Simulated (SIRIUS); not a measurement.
Crystal: Ti.

```
Ti
1.0
     2.95000    0.00000    0.00000
    -1.47500    2.55477    0.00000
     0.00000    0.00000    4.68000
Ti
2
Direct
  0.66667 0.33333 0.75000
  0.33333 0.66667 0.25000
```

```yaml
Program: SIRIUS 7.10.0
Task: relaxation of cell and atoms
Functional: PBEsol
Dispersion: D3(BJ)
Potentials_or_basis: PseudoDojo 0.4.1 PBE standard (scalar relativistic)
Cutoff: 1152 eV
Density_cutoff: 4606 eV
k_mesh: 4 × 4 × 3
Occupations: fermi-dirac, width 0.05 eV
Spin: no spin polarisation
```

At the start: pressure -10.7 GPa; volume 17.64 Å³/atom.

Problem. Where does the relaxation end?

Solution. Over 7 steps the energy falls by 72.5 meV/atom and the volume is 16.00 Å³/atom (-9.3 %); space group P6_3/mmc (No. 194, to 0.05 Å).

Step by step:
```tsv
step	energy change (eV)	largest force (eV/Å)	pressure (GPa)	volume (Å³)
1	0.0000	0.0000	-10.69	35.27
2	-0.0566	0.0000	-8.32	34.39
3	-0.1370	0.0000	1.68	31.56
4	-0.1396	0.0000	0.57	31.82
5	-0.1426	0.0000	-0.28	32.03
6	-0.1446	0.0000	-0.44	32.07
7	-0.1449	0.0000	-0.15	32.00
```

Final structure:
```cif
data_structure
_symmetry_space_group_name_H-M 'P 1'
_symmetry_Int_Tables_number 1
_cell_length_a 2.9012
_cell_length_b 2.9012
_cell_length_c 4.3893
_cell_angle_alpha 90.000
_cell_angle_beta 90.000
_cell_angle_gamma 120.000
_cell_volume 32.00
loop_
_atom_site_label
_atom_site_type_symbol
_atom_site_fract_x
_atom_site_fract_y
_atom_site_fract_z
_atom_site_occupancy
Ti1 Ti 0.66667 0.33333 0.75000 1
Ti2 Ti 0.33333 0.66667 0.25000 1
```

Caveat: the k mesh is coarse (spacing up to 0.61 Å⁻¹), so the values aren't converged; the potentials were made for another functional, which shifts forces and pressure; pairwise dispersion overbinds metals, which lowers pressure and volume.
